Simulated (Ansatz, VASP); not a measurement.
# Co in VASP and in Ansatz

```
Co
1.0
     0.00000    2.52662    2.52662
     2.52662    0.00000    2.52662
     2.52662    2.52662    0.00000
Co
2
Direct
  0.12500 0.12500 0.12500
  0.87500 0.87500 0.87500
```

Alike in both runs: task single point; functional PBE; k mesh 12 × 12 × 12; occupations fermi-dirac, width 0.1 eV; no spin polarisation.

```csv
,VASP,Ansatz
version,VASP 6.6.1,Ansatz 0.2.0
potentials or method,"VASP PAW PBE potentials, release 64 (Co)","plane waves (420 eV) with PAW, scalar-relativistic"
plane-wave cutoff (eV),520,420
valence electrons in the cell,18,34
```

VASP gave:

* pressure (GPa): -8.8

Question: Which values does Ansatz return?

Answer: Pressure (GPa): -8.4.

The two sets of potentials don't hold the same shells in valence.

Caveats: the run has no spin polarisation, though such a crystal can be magnetic. Spin polarisation is off, so any magnetic state and its effect on volume and gap are missing.
